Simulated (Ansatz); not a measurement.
# Fe2Ge in Ansatz: convergence with k mesh

Input of the first run (k mesh 2 × 2 × 3); the others differ in this setting and in those tied to it:

Contents of input.yaml:

```yaml
crystal:
  lattice:
    - [4.1636340796, 0.0, 0.0]
    - [-2.0818170398, 3.605812885, 0.0]
    - [0.0, 0.0, 2.626466]
  atoms:
    - { symbol: Ge, position: [0.0, 0.0, 0.0] }
    - { symbol: Fe, position: [0.3333333333, 0.6666666667, 0.5], spin: 3.0 }
    - { symbol: Fe, position: [0.6666666667, 0.3333333333, 0.5], spin: 3.0 }
hamiltonian:
  xc: pbesol
  pseudopotentials: { kind: paw, level: accurate }
magnetization:
  spin_polarized: true
kpoints:
  mp_grid: { grid: [2, 2, 3] }
scf:
  occupations: { method: fermi_dirac, width: 0.05 }
output:
  forces: true
  stress: true
  eigenvalues: true
```

Potentials or basis: Ansatz PAW earlier set.

Command:

```sh
$ ansatz run input.yaml --threads 2 --pin off --max-ram 5632MiB --backend cpu --events-out ev --progress --plain --runs-dir out
```

The cell comes from a database or a generator and needn't be the stable form of this composition.

Hardware: 2 threads of Arm Neoverse V1, with other jobs on the host.

The values tried are 2 × 2 × 3, 3 × 3 × 4, 4 × 4 × 5, 4 × 4 × 6, 5 × 5 × 7, 7 × 7 × 9, 8 × 8 × 11, 10 × 10 × 14, 12 × 12 × 16, loosest first. From which on does the energy stay within 1 meV/atom of the tightest run that finished?

From 10 × 10 × 14 on.

| k mesh | energy less the tightest run, at zero smearing (meV/atom) | pressure (GPa) | absolute moment (μB) | SCF cycles | CPU time (s) | peak memory (GiB) |
| --- | --- | --- | --- | --- | --- | --- |
| 2 × 2 × 3 | 75.75 | -10.63 | 4.97 | 11 | 5.2 | 0.4 |
| 3 × 3 × 4 | 13.38 | -8.83 | 4.93 | 11 | 9.2 | 0.44 |
| 4 × 4 × 5 | -5.48 | -5.79 | 5.22 | 10 | 10 | 0.47 |
| 4 × 4 × 6 | 17.56 | -8.62 | 5.02 | 9 | 13 | 0.48 |
| 5 × 5 × 7 | -4.54 | -7.86 | 5.05 | 10 | 17 | 0.5 |
| 7 × 7 × 9 | -1.28 | -7.96 | 5.05 | 10 | 32 | 0.59 |
| 8 × 8 × 11 | 2.00 | -7.16 | 5.09 | 10 | 48 | 0.68 |
| 10 × 10 × 14 | 0.90 | -7.35 | 5.08 | 10 | 90 | 0.9 |
| 12 × 12 × 16 | 0.00 | -7.22 | 5.09 | 10 | 140 | 1.2 |

Against the tightest run, the absolute moment stays within 0.02 μB from 8 × 8 × 11 on. Not settled before the last step: the pressure (to 0.1 GPa). Meshes of other sizes hit other points, so gaps and Fermi surfaces needn't settle smoothly. The tightest run that finished is the yardstick and may itself not be fully converged.

Caveat, for the tightest run too: the PAW data sets come from PBE, with cores solved anew for the run's functional, which leaves a small shift of forces and pressure.
